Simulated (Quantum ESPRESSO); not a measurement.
# GaSb (Immm) in Quantum ESPRESSO: a series of runs

Runs on GaSb. Level: PBEsol. Tasks: single point, equation of state.

All numbers are computed with Quantum ESPRESSO 7.5; they aren't measurements. Logs are shortened: lines on timing, memory, paths and dates and some standing lists are left out, and cuts for length are marked.

## Step 1: Starting point

Symmetry: Immm, No. 71, orthorhombic system. Conventional cell: a = 3.112 Å, b = 5.350 Å, c = 5.787 Å, α = 90.00°, β = 90.00°, γ = 90.00°. Sb (site symmetry mmm) is surrounded by 6 Ga at 2.89 to 3.09 Å and 2 Sb at 3.11 Å. Ga (site symmetry mmm) is surrounded by 6 Sb at 2.89 to 3.09 Å and 2 Ga at 3.11 Å.

Measurements of this composition are mostly on another form, of space group No. 216.

## Step 2: Single point, PBEsol, 22.64 Å³/atom

pw.in reads:

```
&CONTROL
  calculation = 'scf'
  prefix = 'pwscf'
  outdir = './tmp'
  pseudo_dir = './pseudo'
  tstress = .true.
  disk_io = 'nowf'
/
&SYSTEM
  ibrav = 0
  nat = 2
  ntyp = 2
  ecutwfc = 56
  ecutrho = 448
  nbnd = 25
  occupations = 'smearing'
  smearing = 'fd'
  degauss = 0.00367493
/
&ELECTRONS
  conv_thr = 4d-10
  electron_maxstep = 120
  mixing_beta = 0.5
/
ATOMIC_SPECIES
Sb   121.7600 sb_pbesol_v1.4.uspp.F.UPF
Ga    69.7230 ga_pbesol_v1.4.uspp.F.UPF
CELL_PARAMETERS angstrom
  -1.5241390061    2.6203957796    2.8342492230
   1.5241390061   -2.6203957796    2.8342492230
   1.5241390061    2.6203957796   -2.8342492230
ATOMIC_POSITIONS crystal
Sb     0.5000000000    0.5000000000    0.0000000000
Ga     0.0000000000    0.0000000000    0.0000000000
K_POINTS automatic
10 10 10 0 0 0
```

Potentials or basis: GBRV 1.5 PBEsol.

The run is started by

```bash
OMP_NUM_THREADS=1 mpirun -n 2 pw.x -nk 2 -in pw.in > pw.out
```

pw.out:

```text
This program is part of the open-source Quantum ESPRESSO suite
     for quantum simulation of materials; please cite
[... 13 lines left out ...]
     --------------------
     sticks:   dense  smooth     PW     G-vecs:    dense   smooth      PW
     Sum        2195    1095    387                49019    17331    3571

     Using Slab Decomposition

     bravais-lattice index     =            0
     lattice parameter (alat)  =       7.8424  a.u.
     unit-cell volume          =     305.5527 (a.u.)^3
     number of atoms/cell      =            2
     number of atomic types    =            2
     number of electrons       =        34.00
     number of Kohn-Sham states=           25
     kinetic-energy cutoff     =      56.0000  Ry
     charge density cutoff     =     448.0000  Ry
     scf convergence threshold =      4.0E-10
     mixing beta               =       0.5000
     number of iterations used =            8  plain     mixing
     Exchange-correlation= SLA  PW   PSX  PSC
                           (   1   4  10   8   0   0   0)

     celldm(1)=   7.842350  celldm(2)=   0.000000  celldm(3)=   0.000000
     celldm(4)=   0.000000  celldm(5)=   0.000000  celldm(6)=   0.000000

     crystal axes: (cart. coord. in units of alat)
               a(1) = (  -0.367263   0.631422   0.682953 )
               a(2) = (   0.367263  -0.631422   0.682953 )
               a(3) = (   0.367263   0.631422  -0.682953 )

     reciprocal axes: (cart. coord. in units 2 pi/alat)
               b(1) = ( -0.000000  0.791864  0.732115 )
               b(2) = (  1.361422 -0.000000  0.732115 )
               b(3) = (  1.361422  0.791864  0.000000 )

     PseudoPot. # 1 for Sb read from file:
     sb_pbesol_v1.4.uspp.F.UPF
     Pseudo is Ultrasoft + core correction, Zval = 15.0
     Generated by new atomic code, or converted to UPF format
     Using radial grid of  891 points,  6 beta functions with:
                l(1) =   0
                l(2) =   0
                l(3) =   1
                l(4) =   1
                l(5) =   2
                l(6) =   2
     Q(r) pseudized with  8 coefficients,  rinner =    1.350   1.350   1.350
                                                       1.350   1.350

     PseudoPot. # 2 for Ga read from file:
     ga_pbesol_v1.4.uspp.F.UPF
     Pseudo is Ultrasoft + core correction, Zval = 19.0
     Generated by new atomic code, or converted to UPF format
     Using radial grid of  871 points,  6 beta functions with:
                l(1) =   0
                l(2) =   0
                l(3) =   1
                l(4) =   1
                l(5) =   2
                l(6) =   2
     Q(r) pseudized with  8 coefficients,  rinner =    1.250   1.250   1.250
                                                       1.250   1.250

     atomic species   valence    mass     pseudopotential
     Sb               15.00   121.76000     Sb( 1.00)
     Ga               19.00    69.72300     Ga( 1.00)

      8 Sym. Ops., with inversion, found

   Cartesian axes

     site n.     atom                  positions (alat units)
         1        Sb     tau(   1) = (   0.0000000   0.0000000   0.6829528  )
         2        Ga     tau(   2) = (   0.0000000   0.0000000   0.0000000  )

     number of k points=   171  Fermi-Dirac smearing, width (Ry)=  0.0037

     Number of k-points >= 100: set verbosity='high' to print them.

     Dense  grid:    49019 G-vectors     FFT dimensions: (  54,  54,  54)

     Smooth grid:    17331 G-vectors     FFT dimensions: (  40,  40,  40)

     Initial potential from superposition of free atoms

     starting charge      32.0000, renormalised to      34.0000
     Starting wfcs are   21 randomized atomic wfcs +    4 random wfcs

     Self-consistent Calculation

     iteration #  1     ecut=    56.00 Ry     beta= 0.50
     Davidson diagonalization with overlap
     ethr =  1.00E-02,  avg # of iterations =  6.1

     total energy              =    -580.97318425 Ry
     estimated scf accuracy    <      31.20985793 Ry

     iteration #  2     ecut=    56.00 Ry     beta= 0.50
     Davidson diagonalization with overlap
     ethr =  1.00E-02,  avg # of iterations =  3.0

     total energy              =    -598.65857403 Ry
     estimated scf accuracy    <      18.74767647 Ry

     iteration #  3     ecut=    56.00 Ry     beta= 0.50
     Davidson diagonalization with overlap
     ethr =  1.00E-02,  avg # of iterations =  2.0

     total energy              =    -599.82038185 Ry
     estimated scf accuracy    <       2.42656557 Ry

     iteration #  4     ecut=    56.00 Ry     beta= 0.50
     Davidson diagonalization with overlap
     ethr =  7.14E-03,  avg # of iterations =  1.0

     total energy              =    -599.42662016 Ry
     estimated scf accuracy    <       0.82008426 Ry

     iteration #  5     ecut=    56.00 Ry     beta= 0.50
     Davidson diagonalization with overlap
     ethr =  2.41E-03,  avg # of iterations =  2.1

     total energy              =    -599.60426436 Ry
     estimated scf accuracy    <       0.00630302 Ry

     iteration #  6     ecut=    56.00 Ry     beta= 0.50
     Davidson diagonalization with overlap
     ethr =  1.85E-05,  avg # of iterations =  5.7

     total energy              =    -599.57870291 Ry
     estimated scf accuracy    <       0.05721579 Ry

     iteration #  7     ecut=    56.00 Ry     beta= 0.50
     Davidson diagonalization with overlap
     ethr =  1.85E-05,  avg # of iterations =  3.1

     total energy              =    -599.59286747 Ry
     estimated scf accuracy    <       0.00043178 Ry

     iteration #  8     ecut=    56.00 Ry     beta= 0.50
     Davidson diagonalization with overlap
     ethr =  1.27E-06,  avg # of iterations =  3.1

     total energy              =    -599.59292377 Ry
     estimated scf accuracy    <       0.00001586 Ry

     iteration #  9     ecut=    56.00 Ry     beta= 0.50
     Davidson diagonalization with overlap
     ethr =  4.66E-08,  avg # of iterations =  3.2

     total energy              =    -599.59292914 Ry
     estimated scf accuracy    <       0.00000024 Ry

     iteration # 10     ecut=    56.00 Ry     beta= 0.50
     Davidson diagonalization with overlap
     ethr =  7.20E-10,  avg # of iterations =  3.2

     total energy              =    -599.59292934 Ry
     estimated scf accuracy    <       0.00000013 Ry

     iteration # 11     ecut=    56.00 Ry     beta= 0.50
     Davidson diagonalization with overlap
     ethr =  3.80E-10,  avg # of iterations =  2.0

     total energy              =    -599.59292936 Ry
     estimated scf accuracy    <          3.6E-09 Ry

     iteration # 12     ecut=    56.00 Ry     beta= 0.50
     Davidson diagonalization with overlap
     ethr =  1.06E-11,  avg # of iterations =  2.3

     total energy              =    -599.59292936 Ry
     estimated scf accuracy    <          5.0E-10 Ry

     iteration # 13     ecut=    56.00 Ry     beta= 0.50
     Davidson diagonalization with overlap
     ethr =  1.48E-12,  avg # of iterations =  3.0

     End of self-consistent calculation

     Number of k-points >= 100: set verbosity='high' to print the bands.

     the Fermi energy is    11.4220 ev

!    total energy              =    -599.59292936 Ry
     estimated scf accuracy    <          2.3E-11 Ry
     smearing contrib. (-TS)   =      -0.00037697 Ry
     internal energy E=F+TS    =    -599.59255239 Ry

     The total energy is F=E-TS. E is the sum of the following terms:
     one-electron contribution =    -426.84092691 Ry
     hartree contribution      =     230.48427212 Ry
     xc contribution           =     -91.58874089 Ry
     ewald contribution        =    -311.64715671 Ry

     convergence has been achieved in  13 iterations

     Computing stress (Cartesian axis) and pressure

          total   stress  (Ry/bohr**3)                   (kbar)     P=        4.08
   0.00011355  -0.00000000  -0.00000000           16.70       -0.00       -0.00
  -0.00000000  -0.00000500  -0.00000000           -0.00       -0.74       -0.00
  -0.00000000  -0.00000000  -0.00002531           -0.00       -0.00       -3.72

=------------------------------------------------------------------------------=
   JOB DONE.
=------------------------------------------------------------------------------=
```

Wall time 68 s (2 MPI ranks of Intel Xeon 6975P-C (Granite Rapids), shared host); peak memory 0.42 GiB.

Results:

| Item | Value |
| --- | --- |
| Free energy | -8157.8774 eV |
| Pressure | 0.4 GPa |
| Band gap on the k mesh | none (metal or under the smearing width) |

## Step 3: Single point, PBEsol, 23.12 Å³/atom

Changes to pw.in since step 2:

```diff
@@ -28,5 +28,5 @@
 CELL_PARAMETERS angstrom
-  -1.5241390061    2.6203957796    2.8342492230
-   1.5241390061   -2.6203957796    2.8342492230
-   1.5241390061    2.6203957796   -2.8342492230
+  -1.5348727331    2.6388498790    2.8542093822
+   1.5348727331   -2.6388498790    2.8542093822
+   1.5348727331    2.6388498790   -2.8542093822
 ATOMIC_POSITIONS crystal
```

Potentials or basis: GBRV 1.5 PBEsol.

The run is started by

```bash
OMP_NUM_THREADS=1 mpirun -n 2 pw.x -nk 2 -in pw.in > pw.out
```

Run time: 64 s. Hardware: 2 MPI ranks of Intel Xeon 6975P-C (Granite Rapids), shared host; peak memory 0.44 GiB.

It converged, with:

| Quantity | Value |
| --- | --- |
| Free energy | -8157.8761 eV |
| Pressure | -0.9 GPa |
| Band gap on the k mesh | none (metal or under the smearing width) |

## Step 4: Single point, PBEsol, 23.60 Å³/atom

Changes to pw.in since step 3:

```diff
@@ -28,5 +28,5 @@
 CELL_PARAMETERS angstrom
-  -1.5348727331    2.6388498790    2.8542093822
-   1.5348727331   -2.6388498790    2.8542093822
-   1.5348727331    2.6388498790   -2.8542093822
+  -1.5454583968    2.6570494188    2.8738942068
+   1.5454583968   -2.6570494188    2.8738942068
+   1.5454583968    2.6570494188   -2.8738942068
 ATOMIC_POSITIONS crystal
```

The run is started by

```bash
OMP_NUM_THREADS=1 mpirun -n 2 pw.x -nk 2 -in pw.in > pw.out
```

It took 66 s on 2 MPI ranks of Intel Xeon 6975P-C (Granite Rapids), shared host; peak memory 0.44 GiB.

It converged, with:

| Quantity | Value |
| --- | --- |
| Free energy | -8157.8675 eV |
| Pressure | -2.0 GPa |
| Band gap on the k mesh | none (metal or under the smearing width) |

## Step 5: Single point, PBEsol, 24.08 Å³/atom

Changes to pw.in since step 4:

```diff
@@ -28,5 +28,5 @@
 CELL_PARAMETERS angstrom
-  -1.5454583968    2.6570494188    2.8738942068
-   1.5454583968   -2.6570494188    2.8738942068
-   1.5454583968    2.6570494188   -2.8738942068
+  -1.5559010000    2.6750030000    2.8933130000
+   1.5559010000   -2.6750030000    2.8933130000
+   1.5559010000    2.6750030000   -2.8933130000
 ATOMIC_POSITIONS crystal
```

The run is started by

```bash
OMP_NUM_THREADS=1 mpirun -n 2 pw.x -nk 2 -in pw.in > pw.out
```

Wall time 67 s (2 MPI ranks of Intel Xeon 6975P-C (Granite Rapids), shared host); peak memory 0.44 GiB.

Results (log left out):

| Property | Result |
| --- | --- |
| Free energy | -8157.8523 eV |
| Pressure | -3.1 GPa |
| Band gap on the k mesh | none (metal or under the smearing width) |

## Step 6: Single point, PBEsol, 24.57 Å³/atom

Changes to pw.in since step 5:

```diff
@@ -28,5 +28,5 @@
 CELL_PARAMETERS angstrom
-  -1.5559010000    2.6750030000    2.8933130000
-   1.5559010000   -2.6750030000    2.8933130000
-   1.5559010000    2.6750030000   -2.8933130000
+  -1.5662052804    2.6927187679    2.9124745717
+   1.5662052804   -2.6927187679    2.9124745717
+   1.5662052804    2.6927187679   -2.9124745717
 ATOMIC_POSITIONS crystal
```

Potentials or basis: GBRV 1.5 PBEsol.

The run is started by

```bash
OMP_NUM_THREADS=1 mpirun -n 2 pw.x -nk 2 -in pw.in > pw.out
```

It took 67 s on 2 MPI ranks of Intel Xeon 6975P-C (Granite Rapids), shared host; peak memory 0.46 GiB.

It converged, with:

```yaml
Free_energy: -8157.8314 eV
Pressure: -4.0 GPa
Band_gap_on_the_k_mesh: none (metal or under the smearing width)
```

## Step 7: Single point, PBEsol, 25.05 Å³/atom

Changes to pw.in since step 6:

```diff
@@ -28,5 +28,5 @@
 CELL_PARAMETERS angstrom
-  -1.5662052804    2.6927187679    2.9124745717
-   1.5662052804   -2.6927187679    2.9124745717
-   1.5662052804    2.6927187679   -2.9124745717
+  -1.5763757296    2.7102044447    2.9313872741
+   1.5763757296   -2.7102044447    2.9313872741
+   1.5763757296    2.7102044447   -2.9313872741
 ATOMIC_POSITIONS crystal
```

The run is started by

```bash
OMP_NUM_THREADS=1 mpirun -n 2 pw.x -nk 2 -in pw.in > pw.out
```

Run time: 69 s. Hardware: 2 MPI ranks of Intel Xeon 6975P-C (Granite Rapids), shared host; peak memory 0.48 GiB.

Results (log left out):

```
Free energy            : -8157.8055 eV
Pressure               : -4.7 GPa
Band gap on the k mesh : none (metal or under the smearing width)
```

## Step 8: Single point, PBEsol, 25.53 Å³/atom

Changes to pw.in since step 7:

```diff
@@ -28,5 +28,5 @@
 CELL_PARAMETERS angstrom
-  -1.5763757296    2.7102044447    2.9313872741
-   1.5763757296   -2.7102044447    2.9313872741
-   1.5763757296    2.7102044447   -2.9313872741
+  -1.5864166100    2.7274673588    2.9500590341
+   1.5864166100   -2.7274673588    2.9500590341
+   1.5864166100    2.7274673588   -2.9500590341
 ATOMIC_POSITIONS crystal
```

The run is started by

```bash
OMP_NUM_THREADS=1 mpirun -n 2 pw.x -nk 2 -in pw.in > pw.out
```

Wall time 71 s (2 MPI ranks of Intel Xeon 6975P-C (Granite Rapids), shared host); peak memory 0.48 GiB.

The run converged. Its results:

* Free energy: -8157.7751 eV
* Pressure: -5.4 GPa
* Band gap on the k mesh: none (metal or under the smearing width)

## Step 9: Equation of state, PBEsol

Potentials or basis: GBRV 1.5 PBEsol.

This step only gathers the single runs of the series.

Results:

* Equilibrium volume: 22.80 Å³/atom
* Bulk modulus at fixed shape and positions: 63 GPa
* Pressure derivative of the bulk modulus: 5.0

Energy against volume, from the lowest point:
```
volume (Å³/atom)  energy (meV/atom)
          22.639               0.00
          23.121               0.64
          23.602               4.96
          24.084              12.54
          24.566              22.98
          25.048              35.95
          25.529              51.13
```

Caveat: the cell was scaled at fixed shape and fractional positions, which overstates the stiffness of a crystal with free parameters, most of all of layers and chains. Spin-orbit coupling is left out, which matters for the levels of Sb.
